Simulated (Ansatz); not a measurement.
## Ti under changes of volume

One of the cells (17.636 Å³/atom); the others are scaled copies at fixed shape and fractional positions:

```
Ti
1.0
     2.95000    0.00000    0.00000
    -1.47500    2.55477    0.00000
     0.00000    0.00000    4.68000
Ti
2
Direct
  0.66667 0.33333 0.75000
  0.33333 0.66667 0.25000
```

- Program: Ansatz 0.2.0
- Functional: PBEsol
- Potentials or basis: all-electron LAPW, scalar-relativistic
- Cutoff: 237 eV (chosen from the basis error)
- Basis error allowed: 0.0005 eV/atom
- k mesh: 10 × 10 × 6
- Occupations: fermi-dirac, width 0.05 eV
- Spin: no spin polarisation

| volume (Å³/atom) | energy over the lowest point (meV/atom) | pressure (GPa) |
| --- | --- | --- |
| 16.577 | 0.00 | 1.1 |
| 16.930 | 0.47 | -1.4 |
| 17.283 | 6.13 | -3.7 |
| 17.636 | ? | ? |
| 17.988 | 31.21 | -7.6 |
| 18.341 | 49.84 | -9.3 |
| 18.694 | 72.06 | -10.8 |

Question: What does the run at 17.636 Å³/atom give?

Answer: Energy over the lowest point 16.51 meV/atom; pressure -5.7 GPa.

Worked out: A Birch-Murnaghan fit of order 3 (a polynomial in V^(-2/3)) to the other rows has its minimum at 16.72 Å³/atom with B0 = V·E''(V) = 118 GPa and B' = 3.4 at fixed shape and positions, which overstates the stiffness. It gives 16.54 meV/atom at 17.636 Å³/atom, against the run's 16.51, and -dE/dV = -5.7 GPa, against -5.7.

Energies are extrapolated to zero smearing.
